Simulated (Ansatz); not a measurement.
This log comes from Ansatz, run on AlN (zincblende). The cell was relaxed with r2SCAN and then strained (uniaxial +1.5 % along [111], other directions held), with the atoms relaxed again with r2SCAN; k points keep the names of the unstrained zone.

The cell:
```cif
data_structure
_symmetry_space_group_name_H-M 'P 1'
_symmetry_Int_Tables_number 1
_cell_length_a 3.1209
_cell_length_b 3.1209
_cell_length_c 3.1209
_cell_angle_alpha 59.344
_cell_angle_beta 59.344
_cell_angle_gamma 59.344
_cell_volume 21.17
loop_
_atom_site_label
_atom_site_type_symbol
_atom_site_fract_x
_atom_site_fract_y
_atom_site_fract_z
_atom_site_occupancy
Al1 Al 0.00060 0.00060 0.00060 1
N1 N 0.24940 0.24940 0.24940 1
```

Abridged output:
```
scf.n_extra_bands = 4 over 4 filled bands (N_el = 8.0): the run solves 8 bands
Functional definition: PBE
Crystal: 2 atoms, lattice volume = 21.173 Å³
Basis set: ecut = 420 eV, 411 PW (Γ)
Symmetry: 6 space group operations
Space group: R3m (ITA 160)
k-points: 116 of 1000 (time reversal used)
preconditioner: auto → none  [insulator: Δε(μ)=3.275 eV  σ=0.020 eV  ℏωp=22.8 eV]
SCF 1 converged in 6 iterations: F = -924.206717 eV  dr2 = 8.10e-12
NSCF: frozen V_eff on 6 k-points
SCF converged after 6 iterations
Free energy (F): -924.206717 eV
Fermi energy:    8.486013 eV
--- Forces (eV/Å), atoms counted from 1 ---
  atom   1  Al      0.00710      0.00710      0.00710
  atom   2  N     -0.00710    -0.00710    -0.00710
--- Stress (GPa, compression-positive) ---
        1.571567      -1.837156      -1.837156
       -1.837156       1.571567      -1.837156
       -1.837156      -1.837156       1.571567
  P = ⅓ Tr σ = 1.5716 GPa (15.716 kbar)
--- Band table (eV; the first three rows and the last of 116) ---
  k-point 0: bands = [-8.0718, 6.7239, 6.8450, 6.8450, 10.8422, 18.9802, 19.3555, 19.3555]
  k-point 1: bands = [-7.9272, 6.0197, 6.6888, 6.7906, 11.5049, 18.8832, 19.1926, 19.4779]
  k-point 2: bands = [-7.5160, 4.4329, 6.5631, 6.6547, 12.6219, 18.0853, 19.1442, 19.3679]
  k-point 115: bands = [-6.1305, 0.9687, 6.3978, 6.3978, 14.1646, 16.5392, 18.0133, 18.0133]
```

bands.tsv, columns around the gap (it counts bands from 0):
```tsv
# k_distance	band_0	band_1	band_2	band_3	band_4	band_5	band_6	band_7
# fermi_ev = 8.486013
# [0, 0, 0] at k_distance = 0.000000
# [-0.5, -0.5, 0] at k_distance = 1.430833
# [-0.375, -0.375, 0.25] at k_distance = 1.934205
# [-0.375, 0, 0.375] at k_distance = 2.811849
# [0, 0, 0.5] at k_distance = 3.689492
# [-0.5, -0.25, 0.25] at k_distance = 4.696236
# levels_relative_to = fermi_ev
0.000	-16.558	-1.762	-1.641	-1.641	2.356	10.494	10.870	10.870
1.431	-13.942	-6.528	-3.501	-3.363	1.631	6.846	12.046	13.808
1.934	-13.970	-5.902	-5.286	-2.975	3.486	8.284	11.185	12.384
2.812	-13.949	-5.883	-5.226	-3.093	3.416	8.318	11.179	12.279
3.689	-14.542	-7.439	-2.211	-2.148	5.511	8.061	9.234	9.402
4.696	-13.888	-5.437	-5.057	-4.330	4.321	9.627	10.114	10.312
```
In order the rows are Γ, X, U, K, L, W.

**Question.** Write the input file that gave this output.

**Answer.**
```yaml
crystal:
  # lattice and atoms as above
kpoints:
  mp_grid: { grid: [10, 10, 10] }
  band_path:
    path:
      - [0.0, 0.0, 0.0]
      - [-0.5, -0.5, 0.0]
      - [-0.375, -0.375, 0.25]
      - [-0.375, 0.0, 0.375]
      - [0.0, 0.0, 0.5]
      - [-0.5, -0.25, 0.25]
    npoints: 1
hamiltonian:
  xc: pbe
scf:
  occupations: { method: fermi_dirac, width: 0.02 }
  n_extra_bands: 4
output:
  forces: true
  stress: true
  eigenvalues: true
```
A single point prints forces and stress when the output block asks for them. Not every key shows in the log; this is the file that was used.

No spin polarisation and no zero-point or thermal motion.
